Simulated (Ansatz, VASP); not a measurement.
**Al in VASP and in Ansatz**

File INCAR:

```
SYSTEM = Al
PREC = Accurate
ENCUT = 520
EDIFF = 1E-6
ISMEAR = 0
SIGMA = 0.15
LREAL = .FALSE.
LASPH = .TRUE.
NELM = 100
ALGO = Fast
ISIF = 2
LWAVE = .FALSE.
LCHARG = .FALSE.
GGA = PS
NBANDS = 10
```

KPOINTS

```
Automatic mesh
0
G
  21 21 12
  0 0 0
```

Contents of POSCAR:

```
Al
1.0
    2.9690168435      0.0000000000      0.0000000000
   -1.4845084217      2.5712440107      0.0000000000
    0.0000000000      0.0000000000      4.3671077923
Al
2
Direct
    0.6666666667      0.3333333333      0.7500000000
    0.3333333333      0.6666666667      0.2500000000
```

Input for Ansatz:

```yaml
crystal:
  lattice:
    - [2.9690168435, 0.0, 0.0]
    - [-1.4845084217, 2.5712440107, 0.0]
    - [0.0, 0.0, 4.3671077923]
  atoms:
    - { symbol: Al, position: [0.6666666667, 0.3333333333, 0.75] }
    - { symbol: Al, position: [0.3333333333, 0.6666666667, 0.25] }
basis:
  ecutwfc: 420
kpoints:
  mp_grid: { grid: [21, 21, 12] }
hamiltonian:
  xc: pbesol
scf:
  occupations: { method: gaussian, width: 0.15 }
output:
  forces: true
  stress: true
  eigenvalues: true
```

Alike in both runs: task single point; functional PBEsol; k mesh 21 × 21 × 12; occupations gaussian, width 0.15 eV; no spin polarisation.

|  | VASP | Ansatz |
| --- | --- | --- |
| version | VASP 6.6.1 | Ansatz 0.2.0 |
| potentials or method | VASP PAW PBE potentials, release 64 (Al) | scalar-relativistic, plane waves, PAW |
| plane-wave cutoff (eV) | 520 | 420 |
| valence electrons in the cell | 6 | 6 |

Ansatz gave:

| Quantity | Value |
| --- | --- |
| gap on the k mesh at the Fermi level (eV) | none |
| pressure (GPa) | -0.6 |
| largest component of the traceless stress (GPa) | 4.58 |

Problem. Which values does VASP return?

Solution. gap on the k mesh at the Fermi level (eV): none; pressure (GPa): -0.6; largest component of the traceless stress (GPa): 4.62.

A gap of «none» marks a metal or a gap that the smearing closes.

Caveats: the PAW data sets were made with another functional, which shifts forces and pressure a little (VASP).
